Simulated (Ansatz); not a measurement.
# P under changes of volume

One of the cells (132.548 Å³/atom); the others are scaled copies at fixed shape and fractional positions:

```
P
1.0
     3.28373    0.00000    0.00000
     0.00000   34.85703    0.00000
     0.00000    0.00000    4.63208
P
4
Direct
  0.50000 0.97026 0.90785
  0.50000 0.02974 0.09215
  0.00000 0.02974 0.40785
  0.00000 0.97026 0.59215
```

- Program: Ansatz 0.2.0
- Functional: r2SCAN
- Potentials or basis: Ansatz PAW
- Cutoff: 500 eV (not typed: the program's choice for these potentials)
- k mesh: 8 × 1 × 6
- Occupations: fermi-dirac, width 0.05 eV
- Spin: no spin polarisation

```tsv
volume (Å³/atom)	energy over the lowest point (meV/atom)	gap on the mesh (eV)	largest force (eV/Å)
124.595	25.15	1.05	0.690
127.246	11.96	1.08	0.478
129.897	3.74	1.09	0.283
132.548	0.00	1.10	0.104
135.199	0.28	1.11	0.069
137.850	?	?	?
140.501	11.32	1.14	0.366
```

Q: What does the run at 137.850 Å³/atom give?

A: Energy over the lowest point 4.18 meV/atom; gap on the mesh 1.13 eV; largest force 0.222 eV/Å.

Worked out: A Birch-Murnaghan fit of order 3 (a polynomial in V^(-2/3)) to the other rows has its minimum at 133.67 Å³/atom with B0 = V·E''(V) = 11.7 GPa and B' = 4.4 at fixed shape and positions, which overstates the stiffness. It gives 4.17 meV/atom at 137.850 Å³/atom, against the run's 4.18. A parabola through the other rows of the gap, of slope 0.585 eV per unit of ln V there, gives 1.13 eV, against the run's 1.13.

Energies are extrapolated to zero smearing.

Caveats: the PAW data sets come from PBE, with cores solved anew for the run's functional, which leaves a small shift of forces and pressure.

A mesh can miss the band edges.
